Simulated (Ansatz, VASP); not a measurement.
BiTe in VASP and in Ansatz

```
CELL_PARAMETERS angstrom
0.00000 3.27757 3.27757
3.27757 0.00000 3.27757
3.27757 3.27757 0.00000
ATOMIC_POSITIONS crystal
Bi 0.00000 0.00000 0.00000
Te 0.50000 0.50000 0.50000
```

Change from the starting cell: volume scaled by 1.04.

Alike in both runs: task single point; functional PBE; k mesh 7 × 7 × 7; occupations fermi-dirac, width 0.05 eV; no spin polarisation.

|  | VASP | Ansatz |
| --- | --- | --- |
| version | VASP 6.6.1 | Ansatz 0.2.0 |
| potentials or method | VASP PAW PBE potentials, release 64 (Bi_d, Te) | Ansatz PAW |
| plane-wave cutoff (eV) | 520 | 420 |
| valence electrons in the cell | 21 | 31 |

|  | VASP | Ansatz | Ansatz less VASP |
| --- | --- | --- | --- |
| gap on the k mesh at the Fermi level (eV) | none | none | - |
| pressure (GPa) | -1.0 | -0.9 | +0.05 |

A gap of «none» marks a metal or a gap that the smearing closes. The functional is the same, so the differences come from potentials, cutoffs and numerics. The two sets of potentials don't hold the same shells in valence.

Caveats: spin-orbit coupling is left out, which moves the levels of the heavy elements.
